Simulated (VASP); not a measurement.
A run of VASP 6.6.1:

INCAR

```
PREC     = Accurate       # precision mode
ENCUT    = 520            # plane-wave cutoff, eV
EDIFF    = 1E-6           # SCF threshold, eV
ISMEAR   = -1             # smearing method
SIGMA    = 0.02           # smearing width, eV
LREAL    = Auto         
LASPH    = True           # aspherical terms in the spheres
NELM     = 100            # most SCF steps
ALGO     = Normal         # electronic algorithm
ISIF     = 2              # what is computed and relaxed
LWAVE    = False          # write WAVECAR
LCHARG   = True           # write CHGCAR
GGA      = PE             # functional
IVDW     = 12             # dispersion correction
LELF     = True           # ELF
LVHAR    = True         
NBANDS   = 64             # bands
```

Contents of KPOINTS:

```
regular mesh
0
Gamma
  1 1 1
```

File POSCAR:

```
H6C2O
1.0
    7.0419250000      0.0000000000      0.0000000000
    0.0000000000      7.0419250000      0.0000000000
    0.0000000000      0.0000000000      7.0419250000
C O H
8 4 24
Direct
    0.5321108000      0.6304530000      0.3811948000
    0.5332394000      0.4176028000      0.3530583000
    0.1609135000      0.6435239000      0.9060126000
    0.0248601000      0.7629920000      1.0214031000
    1.0010879000     -0.0675681000      0.4921134000
    0.9606071000      0.0952794000      0.3581726000
    0.4832698000      0.2186024000      0.8024929000
    0.2776721000      0.1710179000      0.8420329000
    0.5199056000      0.3837471000      0.1537315000
   -0.1305390000      0.8101805000      0.9002440000
    0.9331700000      0.2606604000      0.4719773000
    0.2482180000      0.1947062000      1.0410969000
    0.5205346000      0.2471885000      0.1343086000
    0.6644387000      0.3563627000      0.4114138000
    0.4131678000      0.3527268000      0.4288400000
    0.5420591000      0.6658778000      0.5320323000
    0.6521425000      0.6944548000      0.3068139000
    0.4011696000      0.6908232000      0.3242193000
   -0.2187685000      0.8870262000      0.9732933000
   -0.0240261000      0.6832238000      1.1463677000
    0.0966576000      0.8917311000      1.0727869000
    0.2838870000      0.6024989000      0.9914544000
    0.0896638000      0.5151800000      0.8561359000
    0.2102043000      0.7234400000      0.7826424000
    0.9070508000      0.3661204000      0.3869956000
    1.0799824000      0.1146357000      0.2594619000
    0.8334984000      0.0644601000      0.2729523000
    1.0235756000     -0.1992916000      0.4130623000
    1.1280469000     -0.0371894000      0.5757490000
    0.8818552000     -0.0873054000      0.5892235000
    0.1163352000      0.1643973000      1.0678214000
    0.1839743000      0.2652751000      0.7601473000
    0.2470372000      0.0243743000      0.7981452000
    0.5150514000      0.2030766000      0.6513151000
    0.5130748000      0.3646667000      0.8450755000
    0.5760629000      0.1240516000      0.8830283000
```

Potentials or basis: VASP PAW PBE potentials, release 64 (C, O, H).

Command:

```console
$ cat potpaw_PBE.64/C/POTCAR potpaw_PBE.64/O/POTCAR potpaw_PBE.64/H/POTCAR > POTCAR
$ mpirun -np 1 vasp_gam > vasp.out
```

Hardware: 1 thread of Intel(R) Xeon(R) Platinum 8375C CPU @ 2.90GHz (Ice Lake) (shared host).

Question: How long does it take, and how much memory?

Answer: Wall time 63 s on 1 thread of Intel(R) Xeon(R) Platinum 8375C CPU @ 2.90GHz (Ice Lake), with other jobs on the host, peak memory 0.35 GiB. Counts: scf iterations 16, k points 1.
